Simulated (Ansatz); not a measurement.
**S: a single-point run**

Aim: a sound single-point run of S. The structure is shown as the input types it.

Program: Ansatz 0.2.0. Level of theory: density functional or hybrid calculation with the settings of its input, plane waves. These are calculated values, not measurements.

2 further runs of the same task are left out: 1 for a known fault of the program, 1 that didn't finish.

**1. The starting structure**

The structure is trigonal, space group R-3 (No. 148). The conventional cell has a = 10.722 Å, b = 10.722 Å, c = 4.185 Å, α = 90.00°, β = 90.00°, γ = 120.00°. Around S (site symmetry 1) lie 2 S at 2.07 Å.

Coordinates:

```cif
data_structure
_symmetry_space_group_name_H-M 'P 1'
_symmetry_Int_Tables_number 1
_cell_length_a 6.3458
_cell_length_b 6.3458
_cell_length_c 6.3458
_cell_angle_alpha 115.310
_cell_angle_beta 115.310
_cell_angle_gamma 115.310
_cell_volume 138.89
loop_
_atom_site_label
_atom_site_type_symbol
_atom_site_fract_x
_atom_site_fract_y
_atom_site_fract_z
_atom_site_occupancy
S1 S 0.25520 0.14856 0.91424 1
S2 S 0.91424 0.25520 0.14856 1
S3 S 0.14856 0.91424 0.25520 1
S4 S 0.74480 0.85144 0.08576 1
S5 S 0.08576 0.74480 0.85144 1
S6 S 0.85144 0.08576 0.74480 1
```

**2. The run**

input.yaml

```yaml
crystal:
  lattice:
    - [5.3612126841, 3.0952975863, 1.3949463274]
    - [-5.3612126841, 3.0952975863, 1.3949463274]
    - [0.0, -6.1905951727, 1.3949463273]
  atoms:
    - { symbol: S, position: [0.2551978009, 0.1485570038, 0.9142443505] }
    - { symbol: S, position: [0.9142443505, 0.2551978009, 0.1485570038] }
    - { symbol: S, position: [0.1485570038, 0.9142443505, 0.2551978009] }
    - { symbol: S, position: [0.7448021991, 0.8514429962, 0.0857556495] }
    - { symbol: S, position: [0.0857556495, 0.7448021991, 0.8514429962] }
    - { symbol: S, position: [0.8514429962, 0.0857556495, 0.7448021991] }
kpoints:
  mp_grid: { grid: [4, 4, 4] }
hamiltonian:
  xc: pbe
scf:
  occupations: { method: cold, width: 1.5 }
  n_extra_bands: 5
output:
  forces: true
  stress: true
  eigenvalues: true
```

The run is started by

```console
> ansatz run input.yaml --threads 4 --pin off --max-ram 4608MiB --backend cpu --events-out ev --progress --plain --runs-dir out
```

Q: Will this input give a usable result? If not, why, and what should change?

The program finished normally. That alone doesn't make the input a sound one.

The suspect setting: scf.occupations.width is 1.5. A smearing this wide moves electrons out of filled levels into empty ones.

To check: set scf.occupations.width to 0.2.
